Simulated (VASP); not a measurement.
Pb, 1 atom in the cell. Symmetry: Im-3m, No. 229, cubic system. The conventional cell has a = 3.959 Å, b = 3.959 Å, c = 3.959 Å, α = 90.00°, β = 90.00°, γ = 90.00°. Pb (site symmetry m-3m) has 8 Pb at 3.43 Å as nearest neighbours. This isn't the form of Pb at room conditions, which is fcc.

* Program: VASP 6.6.1
* Task: single point
* Functional: LDA
* Potentials or basis: VASP PAW LDA potentials, release 64 (Pb)
* Cutoff: 500 eV
* k mesh: 9 × 9 × 9
* Occupations: gaussian, width 0.1 eV
* Spin: no spin polarisation
* Further INCAR settings: ALGO = Fast; EDIFF = 1.00e-07; NBANDS = 8

Potentials or basis: VASP PAW LDA potentials, release 64 (Pb).

The run is started by

```bash
$ python run.py
```

Hardware: 1 thread of Intel(R) Xeon(R) Platinum 8259CL CPU @ 2.50GHz (Skylake/Cascade Lake), with other jobs on the host.

Estimate the wall time of this run.

It took 17 s on 1 thread of Intel(R) Xeon(R) Platinum 8259CL CPU @ 2.50GHz (Skylake/Cascade Lake) (shared host), peak memory 0.14 GiB. Counts: scf iterations 12, k points 35.
